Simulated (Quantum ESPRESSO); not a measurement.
Write the native input for Quantum ESPRESSO 7.5 that does the following.

| Quantity | Value |
| --- | --- |
| Task | single point |
| Functional | PBE |
| Potentials or basis | SSSP 1.3 efficiency PBE |
| Cutoff | 884 eV |
| Density cutoff | 10612 eV |
| k mesh | 10 × 10 × 10 |
| Occupations | fermi-dirac, width 0.05 eV |
| Spin | collinear spin, ferromagnetic start |
| Starting moments | [4.0, 0.0] μB |
| Mixing beta | 0.3 |
| Most SCF iterations | 120 |
| SCF threshold | 4e-10 Ry |

MnO:

```xyz
2
Lattice="0.0000 2.2220 2.2220 2.2220 0.0000 2.2220 2.2220 2.2220 0.0000" Properties=species:S:1:pos:R:3 pbc="T T T"
Mn    0.0226    0.0235    0.0231
O     2.2189    2.2350    2.2323
```

The cell isn't the ideal one: atoms moved at random, drawn with an rms of 0.05 Å.

These files were run (other wordings do the same):

pw.in

```
&CONTROL
  calculation = 'scf'
  prefix = 'pwscf'
  outdir = './tmp'
  pseudo_dir = './pseudo'
  tprnfor = .true.
  tstress = .true.
  disk_io = 'nowf'
/
&SYSTEM
  ibrav = 0
  nat = 2
  ntyp = 2
  ecutwfc = 65
  ecutrho = 780
  nbnd = 20
  occupations = 'smearing'
  smearing = 'fd'
  degauss = 0.00367493
  nspin = 2
  starting_magnetization(1) = 0.2667
  starting_magnetization(2) = 0
/
&ELECTRONS
  conv_thr = 4d-10
  electron_maxstep = 120
  mixing_beta = 0.3
/
ATOMIC_SPECIES
Mn    54.9380 mn_pbe_v1.5.uspp.F.UPF
O     15.9990 O.pbe-n-kjpaw_psl.0.1.UPF
CELL_PARAMETERS angstrom
   0.0000000000    2.2220003300    2.2220003300
   2.2220003300    0.0000000000    2.2220003300
   2.2220003300    2.2220003300    0.0000000000
ATOMIC_POSITIONS crystal
Mn     0.0053850000    0.0050130000    0.0051770000
O      0.5059410000    0.4987120000    0.4999100000
K_POINTS automatic
10 10 10 0 0 0
```

Potentials or basis: SSSP 1.3 efficiency PBE.

The run is started by

```sh
$ OMP_NUM_THREADS=1 pw.x -in pw.in > pw.out
```

Results of the run:

| Item | Value |
| --- | --- |
| Pressure | 0.4 GPa |
| Largest force | 0.105 eV/Å |
| Band gap on the k mesh | none (metal or under the smearing width) |
| Net moment | 4.80 μB per cell |
| Absolute moment | 4.80 μB per cell |
| Site moments | Mn +4.05; O +0.23 μB |
| Valence electrons inside the program's atomic spheres | Mn 12.55; O 5.89 |

Caveat: a cell with one magnetic atom can't hold antiferromagnetic order, which such compounds often take; semilocal functionals often make such compounds metallic where correlation or magnetic order opens a gap, which also shifts bond lengths.

Wall time 8.6 min on 1 thread of Intel(R) Xeon(R) Platinum 8175M CPU @ 2.50GHz (Skylake/Cascade Lake) (shared host), peak memory 0.66 GiB.
